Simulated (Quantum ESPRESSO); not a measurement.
# Ag (Im-3m) in Quantum ESPRESSO: equation of state

How stiff is Ag in PBE, and what volume does it want? The cell is scaled to several volumes.

Everything below comes from runs of Quantum ESPRESSO 7.5. Logs are shortened: lines on timing, memory, paths and dates and some standing lists are left out, and cuts for length are marked.

## (1) The crystal as given

It takes space group Im-3m (No. 229, cubic). Conventional cell: a = 3.311 Å, b = 3.311 Å, c = 3.311 Å, α = 90.00°, β = 90.00°, γ = 90.00°. Around Ag (site symmetry m-3m) lie 8 Ag at 2.87 Å.

This isn't the form of Ag at room conditions, which is fcc.

## (2) Single point, PBE, 17.06 Å³/atom

File pw.in:

```
&CONTROL
  calculation = 'scf'
  prefix = 'pwscf'
  outdir = './tmp'
  pseudo_dir = './pseudo'
  tprnfor = .true.
  tstress = .true.
  disk_io = 'nowf'
/
&SYSTEM
  ibrav = 0
  nat = 1
  ntyp = 1
  ecutwfc = 60
  nbnd = 16
  occupations = 'smearing'
  smearing = 'fd'
  degauss = 0.00367493
/
&ELECTRONS
  conv_thr = 2d-10
  electron_maxstep = 120
  mixing_beta = 0.5
/
ATOMIC_SPECIES
Ag   107.8682 Ag_ONCV_PBE-1.0.oncvpsp.upf
CELL_PARAMETERS angstrom
  -1.6218556592    1.6218556592    1.6218556592
   1.6218556592   -1.6218556592    1.6218556592
   1.6218556592    1.6218556592   -1.6218556592
ATOMIC_POSITIONS crystal
Ag     0.0000000000    0.0000000000    0.0000000000
K_POINTS automatic
11 11 11 0 0 0
```

Potentials or basis: SSSP 1.3 efficiency PBE.

Run with:

```sh
$ OMP_NUM_THREADS=1 pw.x -in pw.in > pw.out
```

pw.out:

```text
This program is part of the open-source Quantum ESPRESSO suite
     for quantum simulation of materials; please cite
[... 9 lines left out ...]
     --------------------
     sticks:   dense  smooth     PW     G-vecs:    dense   smooth      PW
     Sum         507     507    165                 7155     7155    1289

     Using Slab Decomposition

     bravais-lattice index     =            0
     lattice parameter (alat)  =       5.3085  a.u.
     unit-cell volume          =     115.1578 (a.u.)^3
     number of atoms/cell      =            1
     number of atomic types    =            1
     number of electrons       =        19.00
     number of Kohn-Sham states=           16
     kinetic-energy cutoff     =      60.0000  Ry
     charge density cutoff     =     240.0000  Ry
     scf convergence threshold =      2.0E-10
     mixing beta               =       0.5000
     number of iterations used =            8  plain     mixing
     Exchange-correlation= PBE
                           (   1   4   3   4   0   0   0)

     celldm(1)=   5.308498  celldm(2)=   0.000000  celldm(3)=   0.000000
     celldm(4)=   0.000000  celldm(5)=   0.000000  celldm(6)=   0.000000

     crystal axes: (cart. coord. in units of alat)
               a(1) = (  -0.577350   0.577350   0.577350 )
               a(2) = (   0.577350  -0.577350   0.577350 )
               a(3) = (   0.577350   0.577350  -0.577350 )

     reciprocal axes: (cart. coord. in units 2 pi/alat)
               b(1) = ( -0.000000  0.866025  0.866025 )
               b(2) = (  0.866025 -0.000000  0.866025 )
               b(3) = (  0.866025  0.866025  0.000000 )

     PseudoPot. # 1 for Ag read from file:
     Ag_ONCV_PBE-1.0.oncvpsp.upf
     Pseudo is Norm-conserving, Zval = 19.0
     Generated using ONCVPSP code by D. R. Hamann
     Using radial grid of 1398 points,  6 beta functions with:
                l(1) =   0
                l(2) =   0
                l(3) =   1
                l(4) =   1
                l(5) =   2
                l(6) =   2

     atomic species   valence    mass     pseudopotential
     Ag               19.00   107.86820     Ag( 1.00)

     48 Sym. Ops., with inversion, found

   Cartesian axes

     site n.     atom                  positions (alat units)
         1        Ag     tau(   1) = (   0.0000000   0.0000000   0.0000000  )

     number of k points=    56  Fermi-Dirac smearing, width (Ry)=  0.0037
                       cart. coord. in units 2pi/alat
        k(    1) = (   0.0000000   0.0000000   0.0000000), wk =   0.0015026
        k(    2) = (   0.0787296   0.0787296   0.0000000), wk =   0.0180316
        k(    3) = (   0.1574592   0.1574592   0.0000000), wk =   0.0180316
        k(    4) = (   0.2361887   0.2361887   0.0000000), wk =   0.0180316
        k(    5) = (   0.3149183   0.3149183   0.0000000), wk =   0.0180316
        k(    6) = (   0.3936479   0.3936479   0.0000000), wk =   0.0180316
[... 48 lines left out ...]
        k(   55) = (  -0.7872958  -0.0787296  -0.0787296), wk =   0.0120210
        k(   56) = (  -0.0000000  -0.0000000   0.7872958), wk =   0.0090158

     Dense  grid:     7155 G-vectors     FFT dimensions: (  27,  27,  27)

     Initial potential from superposition of free atoms

     starting charge      18.9997, renormalised to      19.0000
     Starting wfcs are   10 randomized atomic wfcs +    6 random wfcs

     Self-consistent Calculation

     iteration #  1     ecut=    60.00 Ry     beta= 0.50
     Davidson diagonalization with overlap
     ethr =  1.00E-02,  avg # of iterations =  4.2

     Threshold (ethr) on eigenvalues was too large:
     Diagonalizing with lowered threshold

     Davidson diagonalization with overlap
     ethr =  1.26E-04,  avg # of iterations =  2.0

     total energy              =    -287.32108386 Ry
     estimated scf accuracy    <       0.02380267 Ry

     iteration #  2     ecut=    60.00 Ry     beta= 0.50
     Davidson diagonalization with overlap
     ethr =  1.25E-04,  avg # of iterations =  2.1

     total energy              =    -287.32648875 Ry
     estimated scf accuracy    <       0.00160247 Ry

     iteration #  3     ecut=    60.00 Ry     beta= 0.50
     Davidson diagonalization with overlap
     ethr =  8.43E-06,  avg # of iterations =  2.2

     total energy              =    -287.32665516 Ry
     estimated scf accuracy    <       0.00017164 Ry

     iteration #  4     ecut=    60.00 Ry     beta= 0.50
     Davidson diagonalization with overlap
     ethr =  9.03E-07,  avg # of iterations =  2.0

     total energy              =    -287.32668570 Ry
     estimated scf accuracy    <       0.00000545 Ry

     iteration #  5     ecut=    60.00 Ry     beta= 0.50
     Davidson diagonalization with overlap
     ethr =  2.87E-08,  avg # of iterations =  1.2

     total energy              =    -287.32668594 Ry
     estimated scf accuracy    <       0.00000058 Ry

     iteration #  6     ecut=    60.00 Ry     beta= 0.50
     Davidson diagonalization with overlap
     ethr =  3.05E-09,  avg # of iterations =  2.0

     total energy              =    -287.32668608 Ry
     estimated scf accuracy    <       0.00000007 Ry

     iteration #  7     ecut=    60.00 Ry     beta= 0.50
     Davidson diagonalization with overlap
     ethr =  3.44E-10,  avg # of iterations =  2.0

     total energy              =    -287.32668608 Ry
     estimated scf accuracy    <          2.1E-09 Ry

     iteration #  8     ecut=    60.00 Ry     beta= 0.50
     Davidson diagonalization with overlap
     ethr =  1.12E-11,  avg # of iterations =  2.0

     total energy              =    -287.32668608 Ry
     estimated scf accuracy    <          1.7E-09 Ry

     iteration #  9     ecut=    60.00 Ry     beta= 0.50
     Davidson diagonalization with overlap
     ethr =  9.17E-12,  avg # of iterations =  2.0

     End of self-consistent calculation

          k = 0.0000 0.0000 0.0000 (   935 PWs)   bands (ev):

   -74.1115 -37.4730 -37.4730 -37.4730  10.2308  13.0492  13.0492  13.0492
    14.3825  14.3825  36.2313  36.2313  36.2313  42.2711  42.2711  42.2715

          k = 0.0787 0.0787 0.0000 (   929 PWs)   bands (ev):

   -74.1099 -37.4864 -37.4778 -37.4728  10.5009  12.9827  13.0605  13.2050
    14.3131  14.3876  35.4286  36.0807  36.3953  40.1216  40.1382  40.6861

          k = 0.1575 0.1575 0.0000 (   921 PWs)   bands (ev):

   -74.1059 -37.5222 -37.4909 -37.4724  11.2035  12.8085  13.1447  13.6430
    14.1986  14.4050  32.7403  35.0416  36.8082  38.1391  38.8991  39.8845

          k = 0.2362 0.2362 0.0000 (   905 PWs)   bands (ev):

   -74.1006 -37.5690 -37.5079 -37.4719  11.7506  12.5888  13.8104  14.1844
    14.2692  14.4365  29.1322  33.4848  35.7141  37.2874  38.7118  41.3269

          k = 0.3149 0.3149 0.0000 (   904 PWs)   bands (ev):

   -74.0957 -37.6117 -37.5235 -37.4715  11.7155  12.3945  14.2517  14.4744
    14.9119  15.5015  25.5715  32.2317  33.7972  37.6664  38.9040  43.6537

          k = 0.3936 0.3936 0.0000 (   890 PWs)   bands (ev):

   -74.0928 -37.6370 -37.5328 -37.4712  11.5881  12.2822  14.3168  14.5012
    15.3334  17.4720  22.7014  31.5591  32.7190  37.8652  39.1404  43.0245

          k = 0.1575 0.0787 0.0787 (   920 PWs)   bands (ev):

   -74.1072 -37.5114 -37.4828 -37.4761  11.0005  12.9190  12.9869  13.5537
    14.2031  14.4178  34.1403  34.7713  36.7723  37.6870  39.5864  40.8621

          k = 0.2362 0.1575 0.0787 (   910 PWs)   bands (ev):

   -74.1025 -37.5509 -37.4982 -37.4771  11.7239  12.7361  13.0905  14.1199
    14.2111  14.5037  31.0964  33.0912  35.5264  37.2929  40.2458  40.7655

          k = 0.3149 0.2362 0.0787 (   907 PWs)   bands (ev):

   -74.0974 -37.5928 -37.5170 -37.4770  11.9132  12.5217  13.8120  14.1783
    14.5222  15.3931  27.4375  31.7798  33.7664  37.7616  40.5114  41.5913

          k = 0.3936 0.3149 0.0787 (   904 PWs)   bands (ev):

   -74.0935 -37.6243 -37.5318 -37.4767  11.7660  12.3684  14.2145  14.3531
    14.8673  17.1375  24.0914  30.8484  32.5408  38.0942  40.5046  42.4409

          k = 0.4724 0.3936 0.0787 (   896 PWs)   bands (ev):

   -74.0921 -37.6360 -37.5373 -37.4766  11.6884  12.3135  14.3113  14.3496
    15.1147  18.5382  22.1802  30.5024  32.1022  38.2158  40.5664  42.4658

          k = 0.3149 0.1575 0.1575 (   909 PWs)   bands (ev):

   -74.0980 -37.5832 -37.5123 -37.4839  12.1345  12.7462  13.0622  14.0951
    14.5170  15.4752  29.4597  29.7991  33.9910  37.6604  40.7653  42.8907

          k = 0.3936 0.2362 0.1575 (   905 PWs)   bands (ev):

   -74.0939 -37.6087 -37.5329 -37.4865  12.0966  12.5686  13.5589  14.1936
    14.6290  17.1945  26.0615  28.5286  32.8967  38.1047  41.2484  43.6467

          k = 0.4724 0.3149 0.1575 (   895 PWs)   bands (ev):

   -74.0915 -37.6220 -37.5478 -37.4872  11.9853  12.4697  13.8319  14.3001
    14.7842  19.2767  23.0527  27.8611  32.2945  38.4614  41.4293  43.6643
[... 163 lines left out ...]
   -74.0853 -37.6088 -37.5875 -37.5238  12.4024  12.5290  13.0883  14.5143
    14.9250  21.5682  24.4339  24.5513  34.8369  35.0718  37.7975  41.7663

          k =-0.0000-0.0000 0.4724 (   908 PWs)   bands (ev):

   -74.0910 -37.5664 -37.5447 -37.5447  12.6299  12.7494  13.6797  13.6797
    14.2027  16.7367  30.2636  30.2636  31.6594  32.1952  43.9268  44.2789

          k =-0.0000-0.0787 0.5511 (   898 PWs)   bands (ev):

   -74.0866 -37.5944 -37.5612 -37.5480  12.3599  12.5277  13.7406  13.9892
    14.7311  18.4864  27.1862  28.7337  31.5196  33.0566  40.7576  43.9675

          k =-0.0000-0.1575 0.6298 (   901 PWs)   bands (ev):

   -74.0841 -37.6150 -37.5710 -37.5459  12.1216  12.4573  13.6948  14.1447
    15.1855  20.8402  23.9687  27.8348  31.3537  34.8633  38.0895  43.5369

          k = 0.0787-0.0787 0.6298 (   901 PWs)   bands (ev):

   -74.0833 -37.6050 -37.5806 -37.5539  12.1460  12.2732  13.8335  14.4230
    14.9881  20.5519  25.9938  26.2361  32.5890  32.7130  37.7378  43.8173

          k =-0.7873-0.1575-0.1575 (   906 PWs)   bands (ev):

   -74.0820 -37.6095 -37.5897 -37.5537  12.0586  12.1835  13.8160  14.6304
    15.1111  22.9173  23.4009  25.6986  32.5336  34.2788  35.6270  43.6444

          k =-0.0000-0.0000 0.6298 (   896 PWs)   bands (ev):

   -74.0825 -37.5907 -37.5781 -37.5781  12.0595  12.1710  14.3862  14.3862
    14.7583  20.1688  27.1418  27.1418  31.0427  31.6814  37.5404  45.2328

          k =-0.0000-0.0787 0.7086 (   896 PWs)   bands (ev):

   -74.0801 -37.6052 -37.5881 -37.5791  11.8670  11.9484  14.4959  14.6586
    15.1208  22.3613  24.9408  26.1972  31.3010  32.4424  34.7852  45.0979

          k =-0.7873-0.0787-0.0787 (   889 PWs)   bands (ev):

   -74.0789 -37.6013 -37.6013 -37.5820  11.7945  11.7945  14.5818  15.0595
    15.0595  24.4820  24.4820  24.4851  32.3311  32.3311  32.5710  45.1975

          k =-0.0000-0.0000 0.7873 (   880 PWs)   bands (ev):

   -74.0778 -37.5999 -37.5982 -37.5982  11.6629  11.6837  15.0396  15.0396
    15.1011  24.0058  25.2112  25.2112  31.0658  31.4905  32.3419  45.5158

     the Fermi energy is    17.9755 ev

!    total energy              =    -287.32668608 Ry
     estimated scf accuracy    <          6.0E-12 Ry
     smearing contrib. (-TS)   =      -0.00028060 Ry
     internal energy E=F+TS    =    -287.32640549 Ry

     The total energy is F=E-TS. E is the sum of the following terms:
     one-electron contribution =    -110.72675552 Ry
     hartree contribution      =      64.84655260 Ry
     xc contribution           =     -27.11961252 Ry
     ewald contribution        =    -214.32659004 Ry

     convergence has been achieved in   9 iterations

     Forces acting on atoms (cartesian axes, Ry/au):

     atom    1 type  1   force =     0.00000000    0.00000000    0.00000000

     Total force =     0.000000     Total SCF correction =     0.000000

     Computing stress (Cartesian axis) and pressure

          total   stress  (Ry/bohr**3)                   (kbar)     P=       52.90
   0.00035958   0.00000000   0.00000000           52.90        0.00        0.00
   0.00000000   0.00035958   0.00000000            0.00       52.90        0.00
   0.00000000   0.00000000   0.00035958            0.00        0.00       52.90

=------------------------------------------------------------------------------=
   JOB DONE.
=------------------------------------------------------------------------------=
```

Wall time 13 s (1 thread of Arm Neoverse V1, shared host); peak memory 0.05 GiB.

Results:

```yaml
Free_energy: -3909.2787 eV
Pressure: 5.3 GPa
Band_gap_on_the_k_mesh: none (metal or under the smearing width)
```

## (3) Single point, PBE, 17.43 Å³/atom

Changes to pw.in since step 2:

```diff
@@ -27,5 +27,5 @@
 CELL_PARAMETERS angstrom
-  -1.6218556592    1.6218556592    1.6218556592
-   1.6218556592   -1.6218556592    1.6218556592
-   1.6218556592    1.6218556592   -1.6218556592
+  -1.6332775543    1.6332775543    1.6332775543
+   1.6332775543   -1.6332775543    1.6332775543
+   1.6332775543    1.6332775543   -1.6332775543
 ATOMIC_POSITIONS crystal
```

Potentials or basis: SSSP 1.3 efficiency PBE.

Run with:

```sh
$ OMP_NUM_THREADS=1 pw.x -in pw.in > pw.out
```

Run time: 13 s. Hardware: 1 thread of Arm Neoverse V1, shared host; peak memory 0.05 GiB.

It converged, with:

```
Free energy            : -3909.2880 eV
Pressure               : 2.9 GPa
Band gap on the k mesh : none (metal or under the smearing width)
```

## (4) Single point, PBE, 17.79 Å³/atom

Changes to pw.in since step 3:

```diff
@@ -27,5 +27,5 @@
 CELL_PARAMETERS angstrom
-  -1.6332775543    1.6332775543    1.6332775543
-   1.6332775543   -1.6332775543    1.6332775543
-   1.6332775543    1.6332775543   -1.6332775543
+  -1.6445418934    1.6445418934    1.6445418934
+   1.6445418934   -1.6445418934    1.6445418934
+   1.6445418934    1.6445418934   -1.6445418934
 ATOMIC_POSITIONS crystal
```

Run with:

```sh
$ OMP_NUM_THREADS=1 pw.x -in pw.in > pw.out
```

Wall time 13 s (1 thread of Arm Neoverse V1, shared host); peak memory 0.05 GiB.

Results (log left out):

```yaml
Free_energy: -3909.2922 eV
Pressure: 0.8 GPa
Band_gap_on_the_k_mesh: none (metal or under the smearing width)
```

(Part 1 of 2 ends here.)
